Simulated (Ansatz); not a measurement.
# MgO (Periclase): the dielectric response by several routes

How strongly does MgO (Periclase) screen? Routes: perturbation theory, a sum over states and the RPA step of G0W0.

Main program and level: Ansatz 0.2.0; linear response on PBE, plane waves, PAW.

The database entry behind the starting cell differs from later determinations by our own check (about 0.1 % long), so it need not match the best structure at ambient conditions.

## Step 1: The structure

It takes space group Fm-3m (No. 225, cubic). The conventional cell has a = 4.217 Å, b = 4.217 Å, c = 4.217 Å, α = 90.00°, β = 90.00°, γ = 90.00°. Nearest to Mg lie 6 O at 2.11 Å. O has 6 Mg at 2.11 Å nearest. Farther neighbours and most contacts between anions are not listed.

The cell and positions come from the Crystallography Open Database and are kept as given unless a step says otherwise. The default PAW set here is soft_2. Its files were made with PBE.

## Step 2: Response to a homogeneous field

The response to a uniform field gives ε∞, a yardstick for the screening that GW builds on its mesh.

This step: dielectric response by perturbation theory, PBE, plane waves, PAW.

input.yaml reads:

```yaml
crystal:
  lattice:
    - [0.0, 2.1085, 2.1085]
    - [2.1085, 0.0, 2.1085]
    - [2.1085, 2.1085, 0.0]
  atoms:
    - { symbol: Mg, position: [0.0, 0.0, 0.0] }
    - { symbol: O, position: [0.5, 0.5, 0.5] }
kpoints:
  mp_grid: { grid: [8, 8, 8] }
hamiltonian:
  xc: pbe
scf:
  occupations: { method: fixed }
dielectric: {}
```

The run is started by

```sh
$ ansatz run input.yaml --threads 3 --pin off --max-ram 92160MiB --backend cuda --events-out ev --progress --plain --runs-dir out --devices 1 --max-vram 13GiB  # rebuilt from the run's record
```

Numbers of over 12 decimals in the logs are rounded to 6 here.

Log:

```text
GPUs: using 1 of 1 available (devices: 1).
Engine: ansatz 0.2.0, x86_64-unknown-linux-gnu
Pseudopotentials: kind: paw
Pseudopotential: Mg, paw, valence charge 10, recommended cutoff 420 eV (normal), Mg.paw.azcp
Pseudopotential: O, paw, valence charge 6, recommended cutoff 420 eV (normal), O.paw.azcp
Functional definition: PBE
  parameter kappa = 0.804
  parameter beta = 0.066725
  exchange = pbe_x(kappa = kappa, mu = beta*pi^2/3)
  correlation = pbe_c(beta = beta)
device memory: the entry about to start is reckoned to put 0.7 GiB on a device that reports 27.2 GiB free (of which the cap on the GPU budget leaves the run 13.0 GiB)
GPU FFT provider: cuFFT
GPU libraries: cuBLAS 13.8.2, cuFFT 12.4.0, cuSOLVER 12.3.4
Crystal: 2 atoms, lattice volume = 18.748 Å³
Basis set: ecut = 420 eV, 339 PW (Γ), exchange–correlation on 40×40×40 points (8 copies of the dense FFT grid, shifted against one another)
Bands: 12, of which v1, the nominal top of the filled ones, is band 8 counted from 1 (7 counted from 0)
Symmetry: 48 space group operations
k-points: 59 of 512 (irreducible under 8 space group operations, time reversal used)
Non-local potential: Mg, projectors of the file, l = 0: 3, l = 1: 2, l = 2: 1
Non-local potential: O, projectors of the file, l = 0: 2, l = 1: 2, l = 2: 1
PAW form: soft (Blöchl's): semilocal exchange-correlation on the pseudo side does not see the compensation charge
PAW one-centre angular grid: Mg, 110 points (default); XC on 64 Gauss nodes
PAW one-centre angular grid: O, 110 points (default); XC on 64 Gauss nodes
Initial density: superposition of atomic densities (neutral atoms: chi_scale 0, normalization atom), corrected by the library's trained network
Initial wavefunctions: pseudopotential atomic-orbital guess
GPU buffer pool allocated for 8000 grid points (all kernels)
GPU transforms: local potential and band sums: pruned to the plane-wave sphere, on 20×20×20
Functional: x = pbe(κ = 0.804, μ = 0.219515), c = pbe(β = 0.066725)
SCF iter   1: F=—  HF=-2494.132306 eV  |F-HF|=—  |Δ(HF+E_count)|=         —  Δρ=5.56e-4  dr2=6.37e-6  ethr=1.77e-3  ⟨swp⟩=4.0  Hψ=3840  notcnv=0  defer=32
preconditioner: auto → none  [insulator: Δε(μ)=4.708 eV  Ē_g=18.502 eV  n_scr=8 (ndim 8)  ℏωp=24.3 eV  f_vac=0.000  ε∞_Penn≈2.7]
SCF iter   2: F=—  HF=-2494.132618 eV  |F-HF|=—  |Δ(HF+E_count)|=   3.12e-4  Δρ=3.34e-4  dr2=5.46e-6  ethr=3.98e-8  ⟨swp⟩=3.4  Hψ=2085  notcnv=0  defer=114
SCF iter   3: F=—  HF=-2494.132643 eV  |F-HF|=—  |Δ(HF+E_count)|=   2.52e-5  Δρ=1.81e-4  dr2=1.08e-6  ethr=3.41e-8  ⟨swp⟩=2.3  Hψ=1122  notcnv=0  defer=27
SCF iter   4: F=—  HF=-2494.132681 eV  |F-HF|=—  |Δ(HF+E_count)|=   3.87e-5  Δρ=5.84e-5  dr2=4.10e-7  ethr=6.77e-9  ⟨swp⟩=2.0  Hψ=1135  notcnv=0  defer=8
SCF iter   5: F=—  HF=-2494.132682 eV  |F-HF|=—  |Δ(HF+E_count)|=   4.52e-7  Δρ=1.83e-5  dr2=2.59e-8  ethr=2.56e-9  ⟨swp⟩=2.0  Hψ=935  notcnv=0  defer=8
SCF iter   6: F=-2494.132682 eV  HF=-2494.132682 eV  |F-HF|=4.27e-11  |Δ(HF+E_count)|=   1.41e-8  Δρ=1.14e-6  dr2=6.53e-11  ethr=1.00e-12  ⟨swp⟩=3.9  Hψ=3531  notcnv=0
SCF 1 converged in 6 iterations: F = -2494.132682 eV  dr2 = 6.53e-11
  greatest PAW one-centre occupation: 1.000 electrons in one spin orbital (limit 2), on the Mg atom at site 0 (counted from 0), in its partial waves of l = 0
the response reads at least the filled bands of the reference SCF and the lowest empty band at each k-point, and that SCF's band table does not vouch for those bands. The notice of the band table in this run's record says why
device memory: the entry about to start is reckoned to put 0.1 GiB on a device that reports 29.8 GiB free (of which the cap on the GPU budget leaves the run 13.0 GiB)
device memory: the entry about to start is reckoned to put 0.6 GiB on a device that reports 29.9 GiB free (of which the cap on the GPU budget leaves the run 13.0 GiB)
DFPT response loops at Γ: preconditioner auto → none (the input reference at scf.mixing.eps_inf says where Resta's filter doesn't serve); β = 0.50; Broyden in place of MSR1
── the response to a field inside a basis, on 8×8×8 k-points: an SCF that follows is theirs, and a resumed run solves both again ──
device memory: the entry about to start is reckoned to put 0.1 GiB on a device that reports 27.7 GiB free (of which the cap on the GPU budget leaves the run 13.0 GiB)
GPU FFT provider: cuFFT
GPU libraries: cuBLAS 13.8.2, cuFFT 12.4.0, cuSOLVER 12.3.4
Bands: 9, of which v1, the nominal top of the filled ones, is band 8 counted from 1 (7 counted from 0)
k-points: 60 of 512 (irreducible under 12 space group operations)
Initial density: handed on by an earlier stage of this run
Initial wavefunctions: pseudopotential atomic-orbital guess (no wavefunctions were taken with the density)
GPU buffer pool allocated for 8000 grid points (all kernels)
GPU transforms: band sums: pruned to the plane-wave sphere, on 20×20×20
Eigensolver: Dense (60 Hₖ)
SCF iter   1: F=—  HF=-2494.135617 eV  |F-HF|=—  |Δ(HF+E_count)|=         —  Δρ=7.28e-4  dr2=1.46e-5  ethr=1.00e-1
preconditioner: auto → none  [insulator: Δε(μ)=5.005 eV  Ē_g=14.589 eV  n_scr=8 (ndim 8)  ℏωp=24.3 eV  f_vac=0.000  ε∞_Penn≈3.8]
SCF iter   2: F=—  HF=-2494.135629 eV  |F-HF|=—  |Δ(HF+E_count)|=   1.21e-5  Δρ=3.35e-4  dr2=5.23e-6  ethr=9.13e-8
SCF iter   3: F=—  HF=-2494.135633 eV  |F-HF|=—  |Δ(HF+E_count)|=   4.07e-6  Δρ=1.59e-4  dr2=8.57e-7  ethr=3.27e-8
SCF iter   4: F=-2494.135634 eV  HF=-2494.135634 eV  |F-HF|=9.54e-9  |Δ(HF+E_count)|=   9.43e-7  Δρ=1.06e-5  dr2=5.04e-9  ethr=5.36e-9
SCF 1 converged in 4 iterations: F = -2494.135634 eV  dr2 = 5.04e-9
device memory: the entry about to start is reckoned to put 0.1 GiB on a device that reports 29.1 GiB free (of which the cap on the GPU budget leaves the run 13.0 GiB)
device memory: the entry about to start is reckoned to put 0.2 GiB on a device that reports 29.1 GiB free (of which the cap on the GPU budget leaves the run 13.0 GiB)
DFPT response loops at Γ: mixed as the last ones told, above
SCF converged after 6 iterations
Free energy (F): -2494.132682 eV
Harris-Foulkes:  -2494.132682 eV  (|F-HF|=4.27e-11)
Internal energy: -2494.132682 eV  (E = F + TS)
E sigma→0 (E₀):  -2494.132682 eV
Fermi energy:    8.091480 eV
--- Per-component energies (eV) ---
  E_band       = -293.271073
  E_kinetic    = 255.750023
  E_local      = -1604.633378  (includes V_loc(G=0)·N_el)
  E_nonlocal   = 142.806256
  E_hartree    = 555.153027
  E_xc         = -105.260225
  E_vxc        = -134.890688  (∫ρ·V_xc dr)
  E_paw        = -450.094029  (= ΣΔE_a)
  E_vpaw       = -62.611546  (= ΣTr[D̂ρ^β])
  E_aug_tail   = 0.002520  (compensation charges beyond the density's cutoff)
  E_ewald      = -1287.856876
  E_smearing   = -0.000000  (= −TS)
  E_closure    = 0.000000  (closes the sum)
  Σ components = -2494.132682   (vs F -2494.132682, Δ=0.00e0)
--- Band table (eV; the first three rows and the last of 59) ---
  k-point 0: bands = [... 4 lower, -9.1429, 8.0915, 8.0915, 8.0915, 12.8004, 23.8927, 23.8927, 23.8927]
  k-point 1: bands = [... 4 lower, -8.9755, 7.1411, 7.9892, 7.9892, 13.7133, 22.2083, 24.2477, 24.2477]
  k-point 2: bands = [... 4 lower, -8.5419, 5.4464, 7.7544, 7.7544, 15.1632, 20.6568, 24.7386, 24.7386]
  k-point 58: bands = [... 4 lower, -7.5522, 5.1702, 5.1702, 6.3330, 19.7290, 19.7290, 20.2311, 23.5853]
--- Dielectric response (ions clamped): 3 representative field directions + reference, inside a basis on a mesh of 512 k-points (Σ response iterations 15) ---
  ε∞ (high-frequency dielectric tensor):
        3.208820    -0.000000    -0.000000
       -0.000000     3.208820     0.000000
       -0.000000     0.000000     3.208820
  Born effective charges Z* (e; rows j = field, columns β = displacement):
    site 0:
         1.98692   -0.00000   -0.00000
         0.00000    1.98692   -0.00000
         0.00000    0.00000    1.98692
    site 1:
        -1.98692    0.00000    0.00000
        -0.00000   -1.98692    0.00000
        -0.00000   -0.00000   -1.98692
  Z* charge neutrality: 7.684e-4 e pre-enforcement
  solved inside a basis spanned on kpoints, on 8×8×8 k-points, its susceptibility summed on 12×12×12: ε∞ is read to err by 7.0e-3, Z* by 1.1e-2 e (field_mesh: kpoints solves on kpoints); Z* is corrected for what the basis lacks
```

The job ended after 12 s (1 × NVIDIA H100 80GB HBM3 (shared by 6 runs) with 3 threads of AMD EPYC 7R13 (Zen 3), shared host; peak memory 0.99 GiB).

Numbers from this step:

```
stated error of ε∞ : 0.007
```

One over ε∞ averages 0.31, somewhat over the quarter of exact exchange in PBE0.

High-frequency dielectric tensor:

```
3.21 0.00 0.00
0.00 3.21 0.00
0.00 0.00 3.21
```

Born effective charge (e), principal values of the symmetric part by kind of site:

| atom | atoms with these values | low | middle | high | mean |
| --- | --- | --- | --- | --- | --- |
| Mg1 | 1 | 1.99 | 1.99 | 1.99 | 1.99 |
| O2 | 1 | -1.99 | -1.99 | -1.99 | -1.99 |

In full for Mg1:

```
1.99 0.00 0.00
0.00 1.99 0.00
0.00 0.00 1.99
```

## Step 3: Independent-particle spectrum

The independent-particle spectrum shows where the oscillator strength lies, before excitons and local fields.

This step: independent-particle optics on PBE, plane waves, PAW.

input.yaml, the sections that differ from step 2:

```yaml
kpoints:
  mp_grid: { grid: [10, 10, 10] }
scf:
  occupations: { method: fixed }
  n_extra_bands: 12
output:
  optics: { e_range: [0, 25], de: 0.1, sigma: 0.2 }
# crystal, hamiltonian: as in step 2
# dielectric: removed
```

Log:

```text
[...]
GPUs: using 1 of 1 available (devices: 1).
[...]
GPU FFT provider: cuFFT
GPU libraries: cuBLAS 13.8.2, cuFFT 12.4.0, cuSOLVER 12.3.4
Crystal: 2 atoms, lattice volume = 18.748 Å³
Basis set: ecut = 420 eV, 339 PW (Γ)
Bands: 20, of which v1, the nominal top of the filled ones, is band 8 counted from 1 (7 counted from 0)
[... 1 set-up line as in the run before ...]
[...]
k-points: 47 of 1000
[...]
GPU buffer pool allocated for 8000 grid points (all kernels)
[...]
SCF iter   1: F=—  HF=-2494.132603 eV  |F-HF|=—  |Δ(HF+E_count)|=         —  Δρ=5.37e-4  dr2=6.17e-6  ethr=1.77e-3  ⟨swp⟩=4.3  Hψ=4144  notcnv=0  defer=387
[...]
SCF iter   7: F=-2494.132804 eV  HF=-2494.132804 eV  |F-HF|=1.82e-12  |Δ(HF+E_count)|=  1.96e-10  Δρ=1.10e-7  dr2=4.67e-13  ethr=1.00e-12  ⟨swp⟩=7.9  Hψ=4393  notcnv=0
SCF 1 converged in 7 iterations: F = -2494.132804 eV  dr2 = 4.67e-13
[...]
Optics k sum: 0 of 47 k-points
Optics k sum: 3 of 47 k-points
[...]
Optics k sum: 47 of 47 k-points
[...]
SCF converged after 7 iterations
Free energy (F): -2494.132804 eV
[...]
Internal energy: -2494.132804 eV  (E = F + TS)
E sigma→0 (E₀):  -2494.132804 eV
Fermi energy:    8.091367 eV
[...]
--- Band table (eV; the first three rows and the last of 47) ---
  k-point 0: bands = [... 4 lower, -9.1430, 8.0914, 8.0914, 8.0914, 12.8005, 23.8928, 23.8928, 23.8928, ... 8 higher]
  k-point 1: bands = [... 4 lower, -9.0346, 7.4422, 8.0243, 8.0243, 13.4282, 22.6385, 24.1302, 24.1302, ... 8 higher]
  k-point 2: bands = [... 4 lower, -8.7371, 6.1283, 7.8551, 7.8551, 14.6247, 21.1233, 24.6096, 24.6096, ... 8 higher]
  k-point 46: bands = [... 4 lower, -7.5584, 4.7915, 5.5907, 6.3718, 19.0942, 19.9089, 20.2628, 23.9923, ... 8 higher]
```

Run time: 6.6 s. Hardware: 1 × NVIDIA H100 80GB HBM3 (shared by 6 runs) with 3 threads; peak memory 1 GiB.

Numbers from this step:

```yaml
eps_infinity_without_local_fields_xx_yy_zz: 3.261, 3.261, 3.261
electrons_in_the_f_sum_xx_yy_zz: 7.375, 7.375, 7.375
bands_in_the_explicit_sum_the_static_value_is_completed_to_all_bands: 20
```

The sum gives ε∞ = 3.26 without local fields.

The ε₂, xx=yy=zz has structure finer than the step of the table below, so its rows give means over 1 eV, whole bins alone (the curve runs from 0 to 25 eV). Peaks (eV: height): 8.8: 3.59, 11.1: 5.82, 15.2: 3.93.

Independent particles, no local fields, Gaussian width 0.2 eV. Table of ε₂, xx=yy=zz by photon energy; means over each step:

| photon energy (eV) | ε₂, xx=yy=zz |
| --- | --- |
| 3 | 0 |
| 4 | 0.00109 |
| 5 | 0.440 |
| 6 | 0.951 |
| 7 | 1.26 |
| 8 | 1.96 |
| 9 | 3.35 |
| 10 | 2.88 |
| 11 | 5.02 |
| 12 | 3.38 |
| 13 | 2.58 |
| 14 | 2.41 |
| 15 | 3.36 |
| 16 | 2.74 |
| 17 | 2.37 |
| 18 | 2.28 |
| 19 | 0.951 |
| 20 | 0.638 |
| 21 | 0.811 |
| 22 | 0.509 |
| 23 | 0.400 |
| 24 | 0.310 |

The loss function, xx=yy=zz has structure finer than the step of the table below, so its rows give means over 1 eV, whole bins alone (the curve runs from 0 to 25 eV). Peaks (eV: height): 20.3: 1.59, 23.3: 2.57.

Independent particles, no local fields, Gaussian width 0.2 eV. The loss function, xx=yy=zz by photon energy; means over each step:

| photon energy (eV) | loss function, xx=yy=zz |
| --- | --- |
| 4 | 6.9e-5 |
| 5 | 0.0239 |
| 6 | 0.0519 |
| 7 | 0.0630 |
| 8 | 0.0724 |
| 9 | 0.135 |
| 10 | 0.144 |
| 11 | 0.148 |
| 12 | 0.288 |
| 13 | 0.365 |
| 14 | 0.318 |
| 15 | 0.258 |
| 16 | 0.367 |
| 17 | 0.419 |
| 18 | 0.367 |
| 19 | 0.606 |
| 20 | 1.35 |
| 21 | 1.18 |
| 22 | 1.92 |
| 23 | 2.42 |
| 24 | 2.25 |

Independent particles, no local fields, Gaussian width 0.2 eV. The ε₁, xx=yy=zz by photon energy:

photon energy (eV), ε₁, xx=yy=zz and a bar from the least value:
```
        0       3.20 ######################
        1       3.22 ######################
        2       3.29 ######################
        3       3.43 #######################
        4       3.69 ########################
        5       4.29 ############################
        6       4.16 ###########################
        7       4.26 ###########################
        8       4.74 ##############################
        9       3.53 ########################
       10       3.29 ######################
       11       2.85 ####################
       12       0.64 ########
       13       0.61 ########
       14       1.39 ############
       15       1.46 ############
       16      -0.01 #####
       17      -0.28 ###
       18      -0.87 
       19      -0.86 
       20      -0.23 ###
       21      -0.21 ###
       22      -0.06 ####
       23       0.06 #####
       24       0.21 ######
       25       0.32 ######
```

## Step 4: RPA screening from the G0W0 run

G0W0 replaces the xc potential by the self-energy, built once from these orbitals. Only a window of levels is corrected, while the sums run over the empty bands that the input names.

This step: G0W0 on PBE, plane waves, PAW.

input.yaml, the sections that differ from step 3:

```yaml
kpoints:
  mp_grid: { grid: [6, 6, 6] }
scf:
  occupations: { method: fixed }
gw:
  n_empty_bands: 120
  ecut_chi: 200.0
  qp_bands: [v2, c2]
  qp_kpoints: band_edges
  screening: { model: contour_deformation }
# crystal, hamiltonian: as in step 3
# output: removed
```

Log:

```text
GPUs: using 1 of 1 available (devices: 1).
[...]
GPU FFT provider: cuFFT
GPU libraries: cuBLAS 13.8.2, cuFFT 12.4.0, cuSOLVER 12.3.4
Crystal: 2 atoms, lattice volume = 18.748 Å³
Basis set: ecut = 420 eV, 339 PW (Γ)
Bands: 12, of which v1, the nominal top of the filled ones, is band 8 counted from 1 (7 counted from 0)
[... 1 set-up line as in the run before ...]
[...]
k-points: 16 of 216
[...]
1    10     21.5566    -4.5360    -4.8453   -10.3646  0.8313    22.5502    22.5399  root
[...]
12     7      6.7586   -25.4740     4.2979   -19.4822  0.7832     5.0329     5.0646  root
    12     8      6.7586   -25.4740     4.2979   -19.4822  0.7832     5.0329     5.0646  root
    12     9     17.2342    -3.8722    -4.2329    -8.8663  0.8570    17.9993    17.9954  root
    12    10     18.0452    -7.2596    -4.5013   -12.9721  0.8523    19.2668    19.2563  root
[key lines of the parts left out:]
SCF converged after 6 iterations
Free energy (F): -2494.132437 eV
Fermi energy:    8.092087 eV
```

It took 9.9 s on 1 × NVIDIA H100 80GB HBM3 (shared by 6 runs) with 3 threads; peak memory 1 GiB.

Numbers from this step:

* bands summed: 128
* RPA ε∞ on this mesh (eigenvalues): 3.058, 3.058, 3.058
* plane waves in the screening matrix: 113
* G0W0 gap on the mesh: 7.215 eV
* k of the valence top: 0, 0, 0
* k of the conduction bottom: 0, 0, 0
* starting gap on the mesh: 4.709 eV
* least direct G0W0 gap on the computed points: 7.215 eV

The gap on the mesh goes from 4.71 eV to 7.22 eV, a correction of +2.51 eV. Between the two edge states, bare exchange in place of the xc potential would open the gap by 10.26 eV, and correlation takes back 7.75 eV.

Mean over the mesh in bins of 0.25 1/Å. Static inverse dielectric function, diagonal against length of q+G:

length of q+G (Å⁻¹), static inverse dielectric function, diagonal and a bar from the least value:
```
     0.46      0.361 
     0.80      0.414 ###
     1.08      0.465 #####
     1.26      0.504 #######
     1.49      0.544 #########
     1.76      0.598 ###########
     2.00      0.644 ##############
     2.25      0.687 ################
     2.52      0.732 ##################
     2.76      0.768 ####################
     3.00      0.798 #####################
     3.26      0.826 ######################
     3.52      0.849 ########################
     3.75      0.866 ########################
     4.00      0.882 #########################
     4.26      0.897 ##########################
     4.51      0.910 ##########################
     4.73      0.920 ###########################
     5.00      0.931 ############################
     5.27      0.942 ############################
     5.50      0.949 ############################
     5.74      0.956 #############################
     6.00      0.963 #############################
     6.26      0.968 #############################
     6.50      0.973 ##############################
     6.75      0.977 ##############################
     7.00      0.981 ##############################
     7.19      0.983 ##############################
```

## Step 5: The values together

Times are wall times on 1 × NVIDIA H100 80GB HBM3 (shared by 6 runs) with 3 threads of AMD EPYC 7R13 (Zen 3), shared host, good to a factor of about two.

| method | mesh | ε∞, low | middle | high | mean | time |
| --- | --- | --- | --- | --- | --- | --- |
| perturbation theory (local fields and xc kernel) | 8×8×8 (response on 512 points) | 3.21 | 3.21 | 3.21 | 3.21 | 12 s |
| sum over states (no local fields) | 10×10×10 | 3.26 | 3.26 | 3.26 | 3.26 | 6.6 s |
| RPA with local fields, on the GW mesh | 6×6×6 | 3.06 | 3.06 | 3.06 | 3.06 | 9.9 s |

## Step 6: Outcome

| Quantity | Value |
| --- | --- |
| perturbation theory (local fields and xc kernel) | 3.21, 3.21, 3.21 |
| sum over states (no local fields) | 3.26, 3.26, 3.26 |
| RPA with local fields, on the GW mesh | 3.06, 3.06, 3.06 |

In words: Mean Born effective charge: Mg1 1.99, O2 -1.99 e. The most distinct maxima of the ε₂, xx=yy=zz lie at 8.8, 11.1 and 15.2 eV, the highest at 11.1 eV. The most distinct maxima of the loss function, xx=yy=zz lie at 20.3 and 23.3 eV, the highest at 23.3 eV. The sum without local fields gives 3.26 in the mean against 3.21 by perturbation theory; local fields lower ε∞ and the xc kernel gives part of it back, though the sum also carries the error of its own mesh. The RPA values on the 6×6×6 mesh average 0.95 times those of perturbation theory (means 3.06 and 3.21). Without the xc kernel RPA should lie a little lower, as the mean does. PBE usually puts the gap too low, which tends to raise ε∞. Ions are clamped, so the lattice part of the static constant is not in these numbers.

[Paths, hosts, dates, memory and timing lines, banners, echoed tables and standing remarks are left out of the program output.]

[Logs are printed without paths, hosts, clocks, repeated set-up lines and the standing remarks that a program may print on its own settings, such as how far it seeks lower states.]

[Runs of the session that timed out or met a known fault of the program may be left out.]

[Cells called generated may have been cut or substituted from an entry of the Crystallography Open Database or the Materials Project.]

[Hosts, paths, dates, database ids (printed as entryN), source tags and the programs' standing remarks are cut or masked in the printed files.]
